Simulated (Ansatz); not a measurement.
## AgI: frozen-core PAW against all-electron methods

```yaml
crystal:
  lattice:
    - [4.56468, 0.00000, 0.00000]
    - [-2.28234, 3.95313, 0.00000]
    - [0.00000, 0.00000, 7.48488]
  atoms:
    - { symbol: Ag, position: [0.33333, 0.66667, 0.00000] }
    - { symbol: Ag, position: [0.66667, 0.33333, 0.50000] }
    - { symbol: I, position: [0.33333, 0.66667, 0.37500] }
    - { symbol: I, position: [0.66667, 0.33333, 0.87500] }
```

Atoms are numbered in the order listed.

The cell is COD entry 1011050, as deposited and not checked against the literature; nothing was relaxed. It is an old determination, and later ones may differ. The listed cell was then made from it by scaling, straining or moving an atom.

No spin–orbit coupling, which matters for the heavy atoms here.

All numbers are computed: DFT, LDA, PAW with Ansatz's default frozen-core files, scalar-relativistic (Ansatz 0.2.0); DFT, LDA, all-electron PAW with datasets made for the crystal, scalar-relativistic (Ansatz 0.2.0); DFT, LDA, all-electron LAPW, scalar-relativistic (Ansatz 0.2.0).

For PAW: a Γ-centred 8×8×4 k mesh, Fermi–Dirac smearing of 0.01 eV, cutoff 420 eV, no spin polarisation; the PAW files were made with PBE, and the program remakes their frozen cores for this functional. The crystal-made all-electron datasets (AE datasets) take a cutoff of 240 eV at this cell. LAPW targets a basis error of 0.5 meV/atom. The Ansatz runs share mesh, smearing and spin set-up. Plane-wave (PAW) pressures include the program's estimate of the Pulay term.

Stress and pressure are positive in compression.

The change that made this cell: volume scaled by 0.99.

No spin–orbit coupling: at heavy atoms the gradients can be off by tens of per cent for that reason.

```
                             quantity     PAW  AE datasets    LAPW
                       pressure (GPa)   -1.95        -1.94   -1.94
                      stress xx (GPa)   -1.89        -1.88   -1.88
                      stress zz (GPa)   -2.06        -2.05   -2.05
               force on Ag1, z (eV/Å)   0.010        0.010   0.010
                force on I3, z (eV/Å)  -0.010       -0.010  -0.010
                        band gap (eV)   1.081        1.079   1.079
field gradient Vzz at Ag1 (10²¹ V/m²)    0.15         0.15       –
 field gradient Vzz at I3 (10²¹ V/m²)    0.40         0.40       –
```

PAW's pressure differs from the LAPW value by about 0.01 GPa or less. Datasets made for the crystal and LAPW share parts of one code, so their agreement isn't an independent check.
